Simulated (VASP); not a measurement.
**VASP 6.6.1 run: BaS**

INCAR

```
ISIF = 3
ENCUT = 600
LREAL = .FALSE.
NBANDS = 15
EDIFFG = -5E-3
LWAVE = .FALSE.
PSTRESS = 20
GGA = PS
SIGMA = 0.3
NSW = 40
ISMEAR = 2
EDIFF = 1E-7
PREC = Accurate
LASPH = .TRUE.
NELM = 87
LCHARG = .FALSE.
IBRION = 2
```

KPOINTS

```
KPOINTS created by Atomic Simulation Environment
0
Gamma
6 6 6
0 0 0
```

POSCAR

```
Ba S
 1.0000000000000000
    -0.0000000000000000    3.2147893013769591    3.2147893013769591
     3.2147893013769591    0.0000000000000000    3.2147893013769591
     3.2147893013769591    3.2147893013769591    0.0000000000000000
 Ba  S
   1   1
Cartesian
  0.0000000000000000 -0.0000000000000000  0.0000000000000000
  3.2147893013769586  3.2147893013769586  3.2147893013769586
```

The recommended PBE PAW datasets give the neutral cell 16 valence electrons.

Command

```
mpirun -np 1 vasp_std
```

Question: How does this run end, and what does it give?

Answer: It converged. Results: relaxed cell vector lengths 4.440, 4.440, 4.440 Å; relaxed cell volume 61.90 Å³.

OSZICAR

```
N       E                     dE             d eps       ncg     rms          rms(c)
DAV:   1     0.872152212047E+02    0.87215E+02   -0.74111E+03   480   0.104E+03
DAV:   2    -0.600204209596E+01   -0.93217E+02   -0.84564E+02   649   0.171E+02
DAV:   3    -0.110251465184E+02   -0.50231E+01   -0.49923E+01   649   0.435E+01
DAV:   4    -0.111434912065E+02   -0.11834E+00   -0.11833E+00   598   0.650E+00
DAV:   5    -0.111461046969E+02   -0.26135E-02   -0.26134E-02   642   0.814E-01    0.446E+00
DAV:   6    -0.107118320906E+02    0.43427E+00   -0.57098E-01   571   0.458E+00    0.304E+00
DAV:   7    -0.107040862128E+02    0.77459E-02   -0.14156E-01   593   0.209E+00    0.171E+00
DAV:   8    -0.107100174555E+02   -0.59312E-02   -0.21445E-02   522   0.946E-01    0.257E-01
DAV:   9    -0.107091861410E+02    0.83131E-03   -0.29760E-03   627   0.333E-01    0.122E-01
DAV:  10    -0.107096507332E+02   -0.46459E-03   -0.55406E-04   515   0.156E-01    0.275E-02
...
DAV:   2    -0.107186670072E+02    0.55657E-01   -0.10693E-01   536   0.216E+00    0.625E-01
DAV:   3    -0.107030618432E+02    0.15605E-01   -0.40827E-02   732   0.129E+00    0.272E-01
DAV:   4    -0.107031380921E+02   -0.76249E-04   -0.16741E-03   723   0.273E-01    0.180E-01
DAV:   5    -0.107033760643E+02   -0.23797E-03   -0.54686E-04   747   0.132E-01    0.692E-02
DAV:   6    -0.107033926119E+02   -0.16548E-04   -0.21369E-05   637   0.363E-02    0.509E-03
DAV:   7    -0.107033935126E+02   -0.90069E-06   -0.17719E-06   585   0.802E-03    0.630E-03
DAV:   8    -0.107033931732E+02    0.33938E-06   -0.13644E-07   578   0.378E-03    0.194E-03
DAV:   9    -0.107033932777E+02   -0.10450E-06   -0.51817E-08   261   0.220E-03    0.323E-04
DAV:  10    -0.107033933155E+02   -0.37769E-07   -0.33027E-09   240   0.486E-04
   3 F= -.99307309E+01 E0= -.99310422E+01  d E =-.505461E-01
```

| ionic step | ΔH (meV/atom) | volume (Å³) | largest force (eV/Å) | pressure (GPa) | electronic steps |
| --- | --- | --- | --- | --- | --- |
| 1 | 0.0 | 66.45 | 0.000 | -1.34 | 13 |
| 2 | -20.0 | 60.00 | 0.000 | 3.82 | 10 |
| 3 | -25.3 | 61.90 | 0.000 | 2.00 | 10 |

For comparison, a separate PBEsol relaxation on usual settings, not on those above, ends at 64.41 Å³.
